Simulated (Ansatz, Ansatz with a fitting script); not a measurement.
# SiC (F-43m): the order of polymorphs from LDA to RPA

Aim: the order of polymorphs of SiC (F-43m) by density functionals and by RPA.

Method: density functionals and EXX+RPA, plane waves, in Ansatz 0.2.0.

Most raw output is cut from this account.

### 1. Set-up

The structure is cubic, space group F-43m (No. 216). The conventional cell has a = 4.358 Å, b = 4.358 Å, c = 4.358 Å, α = 90.00°, β = 90.00°, γ = 90.00°. Si has 4 C at 1.89 Å nearest. C has 4 Si at 1.89 Å nearest. Farther neighbours are not listed.

The start is a database's relaxed structure.

### 2. Relax (relaxation of F-43m)

Gaps follow bond lengths, so the structure is brought to rest first.

This step: DFT, LDA, plane waves, PAW.

input.yaml

```yaml
crystal:
  lattice:
    - [0.0, 2.179, 2.179]
    - [2.179, 0.0, 2.179]
    - [2.179, 2.179, 0.0]
  atoms:
    - { symbol: Si, position: [0.0, 0.0, 0.0] }
    - { symbol: C, position: [0.25, 0.25, 0.25] }
kpoints:
  mp_grid: { grid: [8, 8, 8] }
hamiltonian:
  xc: lda
  pseudopotentials: { kind: paw, source: ansatz }
scf:
  occupations: { method: fermi_dirac, width: 0.02 }
relax:
  f_tol: 0.01
  max_steps: 60
  cell: {}
```

Run with:

```
$ ansatz run input.yaml --threads 8 --pin off --max-ram 18432MiB --backend cpu --events-out ev --progress --plain --runs-dir out
```

Run time: 1 s. Hardware: 8 threads of Arm Neoverse V2, shared host; peak memory 0.3 GiB.

Step by step:

| step | energy less that of the first step (eV) | largest force component (eV/Å) | pressure (GPa) | volume (Å³) |
| --- | --- | --- | --- | --- |
| 1 | 0.0000 | 0.0000 | -4.49 | 20.69 |
| 2 | -0.0046 | 0.0000 | -2.17 | 20.47 |
| 3 | -0.0060 | 0.0000 | 0.07 | 20.27 |
| 4 | -0.0060 | 0.0000 | 0.00 | 20.27 |
| 5* | -0.0060 | 0.0000 | 0.00 | 20.27 |

Relaxation steps marked * repeat the geometry before them on a plane-wave basis chosen anew for their cell, so energy and pressure can jump there.

Forces are held to the 24 operations that the run works with; a distortion that breaks them can't arise in this run.

| conventional cell, symmetrised | before | after | change |
| --- | --- | --- | --- |
| a (Å) | 4.358 | 4.328 | -0.7 % |
| b (Å) | 4.358 | 4.328 | -0.7 % |
| c (Å) | 4.358 | 4.328 | -0.7 % |
| volume (Å³/atom) | 10.35 | 10.14 | -2.0 % |

Final coordinates:

```
Si C
1.0
     0.00000    2.16424    2.16424
     2.16424    0.00000    2.16424
     2.16424    2.16424    0.00000
Si C
1 1
Direct
  0.00000 0.00000 0.00000
  0.25000 0.25000 0.25000
```

### 3. Relax (relaxation of P6_3mc)

input.yaml, the sections that differ from step 2:

```yaml
crystal:
  lattice:
    - [3.076, 0.0, 0.0]
    - [-1.538, 2.663894142, 0.0]
    - [0.0, 0.0, 5.048]
  atoms:
    - { symbol: Si, position: [0.3333333333, 0.6666666667, 0.0] }
    - { symbol: Si, position: [0.6666666667, 0.3333333333, 0.5] }
    - { symbol: C, position: [0.3333333333, 0.6666666667, 0.385] }
    - { symbol: C, position: [0.6666666667, 0.3333333333, 0.885] }
kpoints:
  mp_grid: { grid: [9, 9, 4] }
# hamiltonian, scf, relax: as in step 2
```

The job ended after 3.4 s (8 threads; peak memory 0.44 GiB; 24 s of CPU time).

Relaxation path:

| step | energy less that of the first step (eV) | largest force component (eV/Å) | pressure (GPa) | volume (Å³) |
| --- | --- | --- | --- | --- |
| 1 | 0.0000 | 0.7290 | -4.06 | 41.36 |
| 2 | -0.0290 | 0.4311 | -1.89 | 40.94 |
| 3 | -0.0413 | 0.1623 | 1.25 | 40.35 |
| 4 | -0.0458 | 0.0017 | 0.04 | 40.56 |
| 5 | -0.0458 | 0.0005 | 0.00 | 40.56 |
| 6* | -0.0458 | 0.0005 | 0.00 | 40.56 |

Relaxation steps marked * repeat the geometry before them on a plane-wave basis chosen anew for their cell, so energy and pressure can jump there.

The run keeps the 12 symmetry operations that it works with, so distortions that break them were not tested.

| conventional cell, symmetrised | before | after | change |
| --- | --- | --- | --- |
| a (Å) | 3.076 | 3.056 | -0.6 % |
| b (Å) | 3.076 | 3.056 | -0.6 % |
| c (Å) | 5.048 | 5.015 | -0.6 % |
| volume (Å³/atom) | 10.34 | 10.14 | -1.9 % |

The atoms that moved most (Å, as changes of fractional coordinates times the final cell):

| atom | dx | dy | dz | length |
| --- | --- | --- | --- | --- |
| C3 | 0.000 | 0.000 | -0.023 | 0.023 |
| Si2 | 0.000 | 0.000 | 0.023 | 0.023 |
| Si1 | 0.000 | 0.000 | 0.023 | 0.023 |
| C4 | 0.000 | 0.000 | -0.023 | 0.023 |

The relaxed structure:

```xyz
4
Lattice="3.0560 0.0000 0.0000 -1.5280 2.6466 0.0000 0.0000 0.0000 5.0154" Properties=species:S:1:pos:R:3 pbc="T T T"
Si    0.0000    1.7644    0.0230
Si    1.5280    0.8822    2.5307
C     0.0000    1.7644    1.9079
C     1.5280    0.8822    4.4156
```

### 4. Scf lda (preparation)

input.yaml

```yaml
crystal:
  lattice:
    - [0.0, 2.1642378431, 2.1642378431]
    - [2.1642378431, 0.0, 2.1642378431]
    - [2.1642378431, 2.1642378431, 0.0]
  atoms:
    - { symbol: Si, position: [0.0, 0.0, 0.0] }
    - { symbol: C, position: [0.25, 0.25, 0.25] }
kpoints:
  mp_grid: { grid: [10, 10, 10] }
hamiltonian:
  xc: lda
  pseudopotentials: { kind: paw, source: ansatz }
scf:
  occupations: { method: fermi_dirac, width: 0.02 }
  n_extra_bands: 4
output:
  eigenvalues: true
  forces: true
  stress: true
```

Run time: 0.4 s. Hardware: 8 threads; peak memory 0.3 GiB.

Total energy -852.1312 eV.

### 5. Scf lda (preparation)

This step: DFT, LDA, plane waves, norm-conserving pseudopotentials.

input.yaml, the sections that differ from step 4:

```yaml
kpoints:
  mp_grid: { grid: [2, 2, 2] }
hamiltonian:
  xc: lda
  pseudopotentials: { kind: nc, xc_functional: pbe }
scf:
  occupations: { method: fixed }
  n_extra_bands: 4
# crystal, output: as in step 4
```

Elapsed: 0.14 s, on 8 threads; peak memory 0.21 GiB; 0.45 s of CPU time.

Total energy -276.4305 eV.

### 6. Energy LDA (polymorph F-43m)

This step: DFT, LDA, plane waves, PAW.

input.yaml, the sections that differ from step 5:

```yaml
kpoints:
  mp_grid: { grid: [10, 10, 10] }
hamiltonian:
  xc: lda
  pseudopotentials: { kind: paw, source: ansatz }
scf:
  occupations: { method: fixed }
  n_extra_bands: 4
  convergence: { dr2_threshold: 1.0e-09 }
# crystal, output: as in step 5
```

Wall time 0.38 s (8 threads); peak memory 0.29 GiB; 2.1 s of CPU time.

Total energy -852.1312 eV.

### 7. Energy PBE (polymorph F-43m)

This step: DFT, PBE, plane waves, PAW.

Edit input.yaml of step 6 so:

```diff
@@ -11,3 +11,3 @@
 hamiltonian:
-  xc: lda
+  xc: pbe
   pseudopotentials: { kind: paw, source: ansatz }
```

Elapsed: 0.39 s, on 8 threads; peak memory 0.3 GiB; 2.2 s of CPU time.

Total energy -887.0567 eV.

### 8. Energy PBE-D3(BJ) (polymorph F-43m)

This step: DFT, PBE with D3(BJ) dispersion, plane waves, PAW.

Edit input.yaml of step 7 so:

```diff
@@ -13,2 +13,3 @@
   pseudopotentials: { kind: paw, source: ansatz }
+  dispersion: d3bj
 scf:
```

The job ended after 0.4 s (8 threads; peak memory 0.3 GiB; 2.2 s of CPU time).

Total energy -887.6714 eV.

### 9. Energy HSE06 (polymorph F-43m)

The screened hybrid is the usual rung above semilocal functionals: a quarter of exact exchange, cut off beyond a few ångström.

This step: DFT, HSE06, plane waves, PAW.

input.yaml, the sections that differ from step 8:

```yaml
kpoints:
  mp_grid: { grid: [6, 6, 6] }
hamiltonian:
  xc: hse06
  pseudopotentials: { kind: paw, source: ansatz }
output:
  eigenvalues: true
# crystal, scf: as in step 8
```

Wall time 2.2 s (8 threads); peak memory 0.97 GiB; 13 s of CPU time.

Total energy -887.6863 eV.

### 10. Energy HSE06-D3(BJ) (polymorph F-43m)

This step: DFT, HSE06 with D3(BJ) dispersion, plane waves, PAW.

Edit input.yaml of step 9 so:

```diff
@@ -13,2 +13,3 @@
   pseudopotentials: { kind: paw, source: ansatz }
+  dispersion: d3bj
 scf:
```

Elapsed: 2.1 s, on 8 threads; peak memory 0.97 GiB.

Total energy -888.3509 eV.

### 11. Energy RPA (polymorph F-43m)

The RPA correlation energy is summed at several response cutoffs, since it converges slowly from above.

This step: EXX+RPA on LDA, plane waves, norm-conserving pseudopotentials.

input.yaml, the sections that differ from step 10:

```yaml
hamiltonian:
  xc: lda
  pseudopotentials: { kind: nc, xc_functional: pbe }
scf:
  occupations: { method: fixed }
  convergence: { dr2_threshold: 1.0e-09 }
output:
  rpa_energy:
    ecut_chi_ladder: [204, 238, 272, 306, 340]
    long_wavelength: optical_limit
    n_empty_bands: 102
basis:
  ecutwfc: 1115.666836
  xc_grid: 3
# crystal, kpoints: as in step 10
```

The job ended after 30 s (8 threads; peak memory 0.67 GiB; 3.5 min of CPU time).

This step gave:

```yaml
exact_exchange_energy: -74.5528 eV
rpa_correlation_energy: -13.37 eV
```

Extrapolated from these cutoffs, the correlation energy is -6.68 eV per atom (fit error 0.00); such a limit moves with the range of cutoffs.

RPA ladder, by row:

| response cutoff (eV) | mean plane waves | sphere-equivalent cutoff (eV) | correlation energy (eV) |
| --- | --- | --- | --- |
| 204 | 133.4 | 203.2 | -12.64 |
| 238 | 169.5 | 238.4 | -12.79 |
| 272 | 206.2 | 271.7 | -12.9 |
| 306 | 247.1 | 306.6 | -12.97 |
| 340 | 289.3 | 340.5 | -13.03 |

### 12. Energy Hartree-Fock on PAW files (polymorph F-43m)

Exact exchange on orbitals of the same functional is the other half of the RPA total energy; it is taken from PAW data, not from the files of the RPA run.

This step: Hartree-Fock energy on orbitals of LDA, plane waves, PAW.

input.yaml, the sections that differ from step 11:

```yaml
hamiltonian:
  xc: lda
  pseudopotentials: { kind: paw, source: ansatz, frozen_core: stored }
output:
  embedding: [{ level: hf }]
basis:
  ecutwfc: 1000
# crystal, kpoints, scf: as in step 11
```

Elapsed: 6.6 s, on 8 threads; peak memory 1.8 GiB.

Numbers from this step:

| Property | Result |
| --- | --- |
| Hartree-Fock energy on these orbitals | -869.1785 eV |

### 13. All cells and rungs

The same runs were made at every cell; a script gathers them. RPA correlation comes from norm-conserving files. It is added to exact exchange from a separate PAW run with frozen cores, on orbitals of the same functional but not those of the RPA run. Both sets of files were made for PBE. One row takes the correlation at one cutoff for all cells, another carries it to the limit cell by cell, where the extrapolations scatter.

Cells, by row:

| polymorph | atoms | volume per formula unit (Å³) |
| --- | --- | --- |
| F-43m (216) | 2 | 20.27 |
| P6_3mc (186) | 4 | 20.28 |

Energy less that of the first cell; no zero-point or thermal terms; the two rows with exchange from PAW are two estimates of the RPA value: one cutoff favours the denser form, the extrapolation scatters; the order is settled only where both agree in sign beyond some 15 meV. Ladder, by row:

| level | F-43m (216), meV per formula unit | P6_3mc (186), meV per formula unit | wall time, all cells (s) |
| --- | --- | --- | --- |
| LDA | 0 | 4.3 | 1.95 |
| PBE | 0 | 5.5 | 2.02 |
| PBE-D3(BJ) | 0 | 6.7 | 2.12 |
| HSE06 | 0 | 2.8 | 6.92 |
| HSE06-D3(BJ) | 0 | 2.7 | 6.74 |
| EXX (PAW, exact core-valence exchange) | 0 | 12.8 | - |
| EXX+RPA, exchange from PAW, correlation at one sphere-equivalent cutoff of 323 eV | 0 | 8.9 | 211.1 |
| EXX+RPA, exchange from PAW, correlation extrapolated in each cell | 0 | 8.8 | 211.1 |
| EXX+RPA on norm-conserving files alone at that cutoff, core-valence term dropped | 0 | 9 | 211.1 |
| EXX+RPA on norm-conserving files alone at that cutoff, core-valence term semilocal | 0 | 10.9 | 211.1 |
| RPA correlation | 0 | -3.8 | 211.1 |

### 14. Summary of results

- LDA: lowest: F-43m (216)
- PBE: lowest: F-43m (216)
- PBE-D3(BJ): lowest: F-43m (216)
- HSE06: lowest: F-43m (216)
- HSE06-D3(BJ): lowest: F-43m (216)
- EXX+RPA, exchange from PAW, correlation at one sphere-equivalent cutoff of 323 eV: lowest: F-43m (216)
- EXX+RPA, exchange from PAW, correlation extrapolated in each cell: lowest: F-43m (216)
- RPA settings: 6×6×6 and 6×6×3 mesh, response cutoffs up to 340 eV

**Reading.** Against the first cell the two RPA rows with exchange from PAW give P6_3mc (186) 9 to 9 meV per formula unit; neither is exact, since one cutoff truncates unlike cells unequally and the extrapolation scatters. They disagree or lie within 15 meV of zero, so the order is not settled. RPA puts F-43m (216) lowest of the 2 forms run, which need not hold the ground state; LDA, PBE, PBE-D3(BJ), HSE06 and HSE06-D3(BJ) agree. Energies are for static lattices at cells relaxed by one functional; vibrations can shift such differences by some meV per atom. Each cell's own extrapolation carries a fit error of up to 1 meV per atom, and its limit still moves with the cutoffs, so totals aren't converged; only differences at equal settings are used. RPA is evaluated on semilocal orbitals, not self-consistently, on a coarse mesh. The cells differ in size and shape, so mesh and cutoff errors cancel only in part.

[Paths, hosts, dates, memory and timing lines, banners, echoed tables and standing remarks are left out of the program output.]

[Logs are printed without paths, hosts, clocks, repeated set-up lines and the standing remarks that a program may print on its own settings, such as how far it seeks lower states.]

[Runs of the session that timed out or met a known fault of the program may be left out.]

[Hosts, paths, dates, database ids (printed as entryN), source tags and the programs' standing remarks are cut or masked in the printed files.]
